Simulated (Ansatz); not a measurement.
## GeO2 under a change: isotropic strain −1.45 %

Base system: GeO$_{2}$ (space group P3_121, No. 152; a = 4.989 Å, c = 5.675 Å).

One thing is altered: every lattice vector is shortened by 1.45 %, atoms relaxed at fixed cell.

Calculations: r2SCAN (Ansatz, an electronic-structure program, PAW, no SOC). k-mesh 8×8×6 (Γ-centred); smearing 0.05 eV (Fermi–Dirac).

```csv
quantity,base,changed,shift
volume per atom,13.59 Å³,13.01 Å³,-0.58 Å³
space group,P3_121 (No. 152),P3_121 (No. 152),–
shortest interatomic distance,1.742 Å,1.739 Å,-0.003 Å
energy relative to the base (free energy F),0 meV/atom,+3.5 meV/atom,+3.5 meV/atom
"pressure (mean of the normal stresses, compression positive)",0.00 GPa,2.04 GPa,+2.04 GPa
band gap (an upper bound: an edge found on the path is not a true extremum; the changed cell),4.22 eV,4.27 eV,+0.05 eV
largest internal atomic displacement,–,0.057 Å,–
```

Final structure:

```
CELL_PARAMETERS angstrom
      4.91638     0.00000     0.00000
     -2.45819     4.25771     0.00000
      0.00000     0.00000     5.59298
ATOMIC_POSITIONS crystal
  Ge 0.44509 0.00000 0.33333
  Ge 0.00000 0.44509 0.66667
  Ge 0.55491 0.55491 0.00000
  O  0.39090 0.30976 0.24787
  O  0.69024 0.08115 0.58121
  O  0.91885 0.60910 0.91454
  O  0.08115 0.69024 0.41879
  O  0.30976 0.39090 0.75213
  O  0.60910 0.91885 0.08546
```

Cost of the whole job for the changed cell (relaxation, final SCF and bands): about 7 core-minutes (a rough figure).

No phonon test of stability was made.
